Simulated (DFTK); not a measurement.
Ti under changes of volume

One of the cells (17.636 Å³/atom); the others are scaled copies at fixed shape and fractional positions:

```
Ti
1.0
     2.95000    0.00000    0.00000
    -1.47500    2.55477    0.00000
     0.00000    0.00000    4.68000
Ti
2
Direct
  0.66667 0.33333 0.75000
  0.33333 0.66667 0.25000
```

```yaml
Program: DFTK 0.8.2
Functional: PBEsol
Potentials_or_basis: dojo.nc.sr.pbesol.v0_4_1.standard.upf (PBEsol)
Cutoff: 1143 eV
k_mesh: 10 × 10 × 6
Occupations: fermi-dirac, width 0.05 eV
Spin: no spin polarisation
```

```csv
volume (Å³/atom),energy over the lowest point (meV/atom),pressure (GPa)
16.577,0.00,1.2
16.930,0.27,-1.3
17.283,5.73,-3.6
17.636,15.92,-5.7
17.988,?,?
18.341,48.94,-9.2
18.694,71.02,-10.8
```

Task: What does the run at 17.988 Å³/atom give?

Result: Energy over the lowest point 30.46 meV/atom; pressure -7.5 GPa.

Worked out: A Birch-Murnaghan fit of order 3 (a polynomial in V^(-2/3)) to the other rows has its minimum at 16.74 Å³/atom with B0 = V·E''(V) = 118 GPa and B' = 3.4 at fixed shape and positions, which overstates the stiffness. It gives 30.44 meV/atom at 17.988 Å³/atom, against the run's 30.46, and -dE/dV = -7.5 GPa, against -7.5.

Energies are extrapolated to zero smearing.
